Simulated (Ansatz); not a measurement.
# KBr: band gap under strain

Aim: follow the gap of rocksalt KBr through these states: -2.3 % biaxial strain in the (111) plane, free along [111]; -1.3 % strain along x alone; +2.5 % biaxial strain in x and y, free along z. The table at the end shows which levels were run.

Program: Ansatz 0.2.0. PAW datasets, plane waves. Calculated at 0 K for a non-magnetic cell.

**1. Starting point**

The unstrained cell was relaxed with r2SCAN; in each strained cell the atoms were relaxed again with r2SCAN. Names of k-points are those of the unstrained zone, where strain can split equivalent points. First state: -2.3 % biaxial strain in the (111) plane, free along [111].

It is trigonal, R-3m (No. 166); a = 4.563 Å, c = 11.732 Å in the conventional setting, 35.26 Å³ an atom. Around K lie 6 Br at 3.28 Å; around Br lie 6 K at 3.28 Å.

As a file:

```
K Br
1.0
     0.10670    3.33333    3.33333
     3.33333    0.10670    3.33333
     3.33333    3.33333    0.10670
K Br
1 1
Direct
  0.00000 0.00000 0.00000
  0.50000 0.50000 0.50000
```

**2. -2.3 % biaxial strain in the (111) plane, free along [111]: PBE**

Contents of input.yaml:

```yaml
crystal:
  lattice:
    - [0.1067040935, 3.3333304385, 3.3333304385]
    - [3.3333304385, 0.1067040935, 3.3333304385]
    - [3.3333304385, 3.3333304385, 0.1067040935]
  atoms:
    - { symbol: K, position: [0.0, 0.0, 0.0] }
    - { symbol: Br, position: [0.5, 0.5, 0.5] }
kpoints:
  mp_grid: { grid: [6, 6, 6] }
  band_path:
    path:
      - [0.0, 0.0, 0.0]
      - [0.5, 0.0, 0.5]
      - [0.625, 0.25, 0.625]
      - [0.375, 0.375, 0.75]
      - [0.5, 0.5, 0.5]
      - [0.5, 0.25, 0.75]
    npoints: 1
hamiltonian:
  xc: pbe
scf:
  occupations: { method: fermi_dirac, width: 0.02 }
  n_extra_bands: 4
output:
  forces: true
  stress: true
  eigenvalues: true
```

After this run come: -2.3 % biaxial strain in the (111) plane, free along [111]: r2SCAN; -2.3 % biaxial strain in the (111) plane, free along [111]: HSE06; -1.3 % strain along x alone: PBE; -1.3 % strain along x alone: r2SCAN; -1.3 % strain along x alone: HSE06; +2.5 % biaxial strain in x and y, free along z: PBE; +2.5 % biaxial strain in x and y, free along z: r2SCAN; +2.5 % biaxial strain in x and y, free along z: HSE06.

Q: Predict the outcome of this session.

As calculated:

Least gap in eV (negative: overlap):

| state | PBE | r2SCAN | HSE06 |
| --- | --- | --- | --- |
| -2.3 % biaxial strain in the (111) plane, free along [111] | 4.44 | 5.08 | 5.61 |
| -1.3 % strain along x alone | 4.46 | 5.10 | 5.63 |
| +2.5 % biaxial strain in x and y, free along z | 4.31 | 4.94 | 5.46 |

**Reading.** Where both were run, the HSE06 gap lies +1.16 to +1.17 eV from PBE's, each on its own k points. In PBE the gap is least under +2.5 % biaxial strain in x and y, free along z (4.31 eV) and largest under -1.3 % strain along x alone (4.46 eV).
